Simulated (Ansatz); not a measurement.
# SnO2 monolayer (2H): a soft mode frozen in, part 3 of 3

Which phase does SnO2 monolayer (2H) fall into along its unstable mode, and how much energy does it gain?

Ansatz 0.2.0; DFT PBE, scalar-relativistic, plane waves, PAW.

So far. Step 5 (Energy along the mode, all amplitudes (two of the runs …): The lowest of the steps tried is at 0.08 Å, 0.477 meV/atom below the parent; the bottom of the well need not coincide with a step. Step 7 (The new phase in its own primitive cell): The largest force component left is 0.074 meV/Å, within the tolerances set.

**8. Modes of the new phase, k-mesh 9×9×1**

A relaxed structure may still be a saddle point, so its zone-centre modes are computed. The response to a homogeneous field gives the Born charges and the dielectric tensor, and its change with displacement the Raman tensors.

input.yaml reads:

```yaml
crystal:
  lattice:
    - [3.2275184225, 0.0, 0.0]
    - [-1.6137592113, 2.7951129451, 0.0]
    - [0.0, 0.0, 28.7]
  atoms:
    - { symbol: Sn, position: [0.2222222222, 0.4444444444, 0.3484320557] }
    - { symbol: O, position: [0.8888888889, 0.7777777778, 0.3836822369] }
    - { symbol: O, position: [0.5555555556, 0.1111111111, 0.3131818745] }
  periodic: [true, true, false]
kpoints:
  mp_grid: { grid: [9, 9, 1] }
hamiltonian:
  xc: pbe
scf:
  occupations: { method: fixed }
output:
  eigenvalues: true
phonons:
  method: dfpt
  dielectric: true
  raman: true
```

Command:

```console
> ansatz run input.yaml --threads 4 --pin off --max-ram 14336MiB --backend cpu --events-out ev --progress --plain --runs-dir out
```

Numbers of over 12 decimals in the logs are rounded to 6 here.

The program printed:

```text
Warning: phonons.dielectric: true without phonons.rigid_motions: the static dielectric tensor ε⁰ will be withheld (ε∞, Z* and the rows of modes are given); for a crystal or a slab, whose only rigid motions are the translations, set phonons.rigid_motions: translations
[...]
Crystal: 3 atoms, lattice volume = 258.911 Å³
Basis set: ecut = 420 eV, 5159 PW (Γ), exchange–correlation on 48×48×384 points (8 copies of the dense FFT grid, shifted against one another)
Bands: 17, of which v1, the nominal top of the filled ones, is band 13 counted from 1 (12 counted from 0)
Symmetry: 12 space group operations
k-points: 25 of 81 (irreducible under 2 space group operations, time reversal used)
[...]
SCF iter   1: F=—  HF=-7158.521325 eV  |F-HF|=—  |Δ(HF+E_count)|=         —  Δρ=1.23e-3  dr2=2.54e-3  ethr=1.77e-3  ⟨swp⟩=6.8  Hψ=2555  notcnv=0  defer=50
[...]
SCF iter   8: F=-7158.521395 eV  HF=-7158.521395 eV  |F-HF|=9.28e-11  |Δ(HF+E_count)|=   1.21e-9  Δρ=1.50e-7  dr2=4.15e-11  ethr=1.00e-12  ⟨swp⟩=26.2  Hψ=5713  notcnv=0
SCF 1 converged in 8 iterations: F = -7158.521395 eV  dr2 = 4.15e-11
[...]
NSCF: frozen V_eff on 2 k-points
DFPT response loops at Γ: preconditioner auto → none (the input reference at scf.mixing.eps_inf says where Resta's filter doesn't serve); β = 0.50; Broyden in place of MSR1
── the response to a field inside a basis, on 16×16×2 k-points: an SCF that follows is theirs, and a resumed run solves both again ──
Bands: 14, of which v1, the nominal top of the filled ones, is band 13 counted from 1 (12 counted from 0)
k-points: 136 of 512 (irreducible under 2 space group operations, time reversal used)
[...]
Eigensolver: Dense (136 Hₖ)
SCF iter   1: F=—  HF=-7158.522255 eV  |F-HF|=—  |Δ(HF+E_count)|=         —  Δρ=1.81e-4  dr2=1.54e-5  ethr=1.00e-1
[...]
SCF iter   6: F=-7158.522263 eV  HF=-7158.522263 eV  |F-HF|=6.37e-12  |Δ(HF+E_count)|=  9.28e-10  Δρ=7.09e-8  dr2=9.75e-12  ethr=5.23e-12
SCF 1 converged in 6 iterations: F = -7158.522263 eV  dr2 = 9.75e-12
[...]
SCF converged after 8 iterations
Free energy (F): -7158.521395 eV
[...]
Internal energy: -7158.521395 eV  (E = F + TS)
E sigma→0 (E₀):  -7158.521395 eV
Fermi energy:    -8.325071 eV
[...]
--- Band table (eV; the first three rows and the last of 25) ---
  k-point 0: bands = [... 9 lower, -9.4747, -9.0394, -9.0394, -8.8763, -5.7052, -2.5648, -0.2262, -0.2143]
  k-point 1: bands = [... 9 lower, -9.7827, -9.3360, -8.9032, -8.6202, -5.1253, -2.1444, -0.0464, 0.0318]
  k-point 2: bands = [... 9 lower, -10.3251, -9.5486, -8.7764, -8.4937, -4.0118, -1.3623, 0.3653, 0.7675]
  k-point 24: bands = [... 9 lower, -11.1781, -9.9302, -8.8529, -8.3251, -2.6601, 0.2770, 0.6899, 2.4769]
--- Phonons (Γ-DFPT): 6 representative perturbations + reference, on 25 of 81 k-points (Σ response iterations 27) ---
  ASR residual: 3.378e-4 → 0.000e0 eV/Å²; symmetrization residual: 2.711e-5 eV/Å²
[...]
ASR residual per site (eV/Å²): 3.38e-4 1.44e-4 1.43e-4
  Γ frequencies (cm⁻¹): 0.00 0.00 0.00 379.78 379.78 429.56 429.56 474.34 524.24
  ε∞ (high-frequency dielectric tensor):
        1.582557     0.000000     0.000000
        0.000000     1.582557    -0.000000
        0.000000    -0.000000     1.104337
  α∞ (the layer's polarisability for a field applied outside it; Å, Gaussian; ε∞ is over the cell's 28.700 Å):
        1.330486     0.000000     0.000000
        0.000000     1.330486    -0.000000
        0.000000    -0.000000     0.238293
  ε⁰ (static dielectric tensor): not given — the deck does not say what the cell's rigid motions are, and on a molecule in a box or a wire the rigid rotations would enter the sum over the modes at Γ. For a crystal or a slab, whose only rigid motions are the translations, set phonons.rigid_motions: translations.
  Born effective charges Z* (e; rows j = field, columns β = displacement):
    site 0:
         4.53243    0.00000    0.00000
         0.00000    4.53243   -0.00000
         0.00000    0.00000    0.73394
    site 1:
        -2.26621   -0.00000   -0.00000
        -0.00000   -2.26621    0.00000
        -0.00000   -0.00000   -0.36697
    site 2:
        -2.26621   -0.00000    0.00000
        -0.00000   -2.26621    0.00000
        -0.00000   -0.00000   -0.36697
  Z* charge neutrality: 2.199e-3 e pre-enforcement
  solved inside a basis spanned on kpoints, on 16×16×2 k-points: ε∞ is read to err by 3.0e-3, Z* by 1.8e-2 e (field_mesh: kpoints solves on kpoints); Z* is corrected for what the basis lacks
  Raman tensors (in the event stream and the table raman_tensors.tsv): an entry may err by 7.5e-3 Å², one of the second-order susceptibility by 6.9e-21 pm/V (basis, points and sum rule); their sum over the sites missed zero by 1.480e-16 Å² ahead of its enforcement
  optical modes at Γ without the LO–TO term, one row a degenerate level:
      ω (cm⁻¹)  modes    IR ((D/Å)²/amu)  static Raman (Å⁴/amu)  depolarisation
        379.78      2            37.6080                 0.0000               —
        429.56      2             0.0000                 4.8590           0.750
        474.34      1             0.0000                93.7831           0.096
        524.24      1             0.4931                 0.0000               —
```

It took 5.5 min on 4 threads of Arm Neoverse V1, shared host; peak memory 2.3 GiB.

This step gave:

```yaml
sum_rule_residual_before_enforcement: 3.38e-4 eV/Å²
miss_of_the_charge_sum_rule: 0.002199 e
estimated_error_of_the_dielectric_tensor: 0.002953
estimated_error_of_the_born_charges: 0.01784 e
point_group: -3m
highest_optical_mode_at_the_zone_centre_no_lo_to_term: 524.2 cm⁻¹
lowest_optical_zone_centre_mode: 379.8 cm⁻¹
largest_born_charge_third_of_the_trace: 3.266 e
```

Without the LO-TO term. Patterns of degenerate modes are one choice out of their space. Modes at Γ, with each element's share of the kinetic energy:

| mode | frequency (cm⁻¹) | symmetry | Sn % | O % |
| --- | --- | --- | --- | --- |
| 1 | 0.0 | acoustic | 79 | 21 |
| 2 | 0.0 | acoustic | 79 | 21 |
| 3 | 0.0 | acoustic | 79 | 21 |
| 4 | 379.8 | Eu | 21 | 79 |
| 5 | 379.8 | Eu | 21 | 79 |
| 6 | 429.6 | Eg | 0 | 100 |
| 7 | 429.6 | Eg | 0 | 100 |
| 8 | 474.3 | A1g | 0 | 100 |
| 9 | 524.2 | A2u | 21 | 79 |

Displacements in mode 4 (379.8 cm⁻¹), the largest set to 1:
```
Sn1  0.00 -0.27  0.00
O2   0.00  1.00  0.00
O3   0.00  1.00  0.00
```

Displacements in mode 9 (524.2 cm⁻¹), the largest set to 1:
```
Sn1  0.00  0.00 -0.27
O2   0.00  0.00  1.00
O3   0.00  0.00  1.00
```

High-frequency dielectric tensor, averaged over the cell of height 28.7 Å or as lengthened by the program, vacuum included. Tensor:

|  | x | y | z |
| --- | --- | --- | --- |
| x | 1.583 | 0 | 0 |
| y | 0 | 1.583 | 0 |
| z | 0 | 0 | 1.104 |

Born charge (rows field, columns displacement) (e), principal values of the symmetric part by kind of site:

| atom | atoms with these values | low | middle | high | mean |
| --- | --- | --- | --- | --- | --- |
| Sn1 | 1 | 0.73 | 4.53 | 4.53 | 3.27 |
| O2 | 2 | -2.27 | -2.27 | -0.37 | -1.63 |

In full for O2:

```
-2.27  0.00  0.00
 0.00 -2.27  0.00
 0.00  0.00 -0.37
```

Transverse modes. Lines of the infrared spectrum (strongest = 100):

| position (cm⁻¹) | label | relative intensity |
| --- | --- | --- |
| 380 | Eu | 100 |
| 430 | Eg | 0.0 |
| 474 | A1g | 0.0 |
| 524 | A2u | 1.3 |

Activity x (w_L - w)^4 (n + 1)/w, 532 nm, 300 K. Lines of the Raman spectrum (strongest = 100):

| position (cm⁻¹) | label | relative intensity |
| --- | --- | --- |
| 380 | Eu | 0.0 |
| 430 | Eg | 5.9 |
| 474 | A1g | 100 |
| 524 | A2u | 0.0 |

Before it was imposed, the acoustic sum rule was missed by 3.4e-4 eV/Å² and the charge sum rule by 0.0022 e. Small misses are needed for a sound result but don't prove that mesh and cutoff are converged. The lowest optical mode is real, 380 cm⁻¹.

**9. Summary of results**

```json
{
  "unstable mode of the parent": "q = (0, 0, 0), 75i cm⁻¹",
  "depth at the lowest point sampled": "0.477 meV/atom",
  "largest atomic shift at that point": "0.08 Å",
  "space group reached (within 0.01 Å)": "P-3m1",
  "energy gained over the parent (first relaxation, on the mesh of the frozen mode)": "487 meV/atom",
  "area per atom, phase reached": "3.01 Å²",
  "gap on the k-mesh, phase reached": "2.62 eV",
  "lowest optical zone-centre mode, phase reached": "380 cm⁻¹",
  "highest optical mode at the zone centre (no LO-TO term), phase reached": "524 cm⁻¹"
}
```

In words: Along this mode the structure falls into P-3m1, 487 meV/atom below the parent. At the parent's cell the well is 0.477 meV/atom deep on the steps tried, with its lowest point at a shift of 0.08 Å. Relaxing atoms and cell changes the gain by +486.48 meV/atom against the lowest step (energies at zero smearing). Most of the total comes from this relaxation. The new phase has no imaginary mode at the zone centre of its cell; other wavevectors were not checked. How so shallow a well moves with the k mesh was not tested. Of the 3 patterns followed to their end from this parent, this one reaches the lowest energy. Each path keeps the symmetry of its pattern, so a lower phase may lie along a pattern not tried. In a sheet or slab the interpolated bending branch near Γ is rough, since the rotational sum rule isn't imposed. Dielectric tensors refer to the cell with its vacuum. Spin-orbit coupling is left out, which can matter for the heavy elements here. The starting cell was built on a prototype and not taken from a measurement.

[Logs are printed without paths, hosts, clocks, repeated set-up lines and the standing remarks that a program may print on its own settings, such as how far it seeks lower states.]

[Hosts, paths, dates, database ids (printed as entryN), source tags and the programs' standing remarks are cut or masked in the printed files.]
